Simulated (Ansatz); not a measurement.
# Re, fcc: how the functional moves the structure

All rows: Ansatz, plane waves with scalar-relativistic PAW, 420 eV (500 eV for the SCAN forms), relaxed under each functional, no dispersion correction, no zero-point motion. B₀ comes from uniform scaling at fixed shape; a dash is a value not given.

| functional | V (Å³/atom) | cell | B₀ (GPa) | magnetic state | ΔE to hcp (meV/atom) |
| --- | --- | --- | --- | --- | --- |
| PBE | 15.01 | a = 3.915 Å | 362 | spin not included | 63 |
| r²SCAN | 14.75 | a = 3.893 Å | 390 | spin not included | 61 |
| PBEsol | 14.61 | a = 3.880 Å | 391 | spin not included | 67 |
| LDA | 14.38 | a = 3.860 Å | 404 | spin not included | 71 |
| revPBE | 15.12 | a = 3.925 Å | 356 | spin not included | 62 |
| RPBE | 15.17 | a = 3.929 Å | 351 | spin not included | 61 |
| BLYP | 15.59 | a = 3.965 Å | 322 | spin not included | 63 |

LDA gives the smallest volume and BLYP the largest.
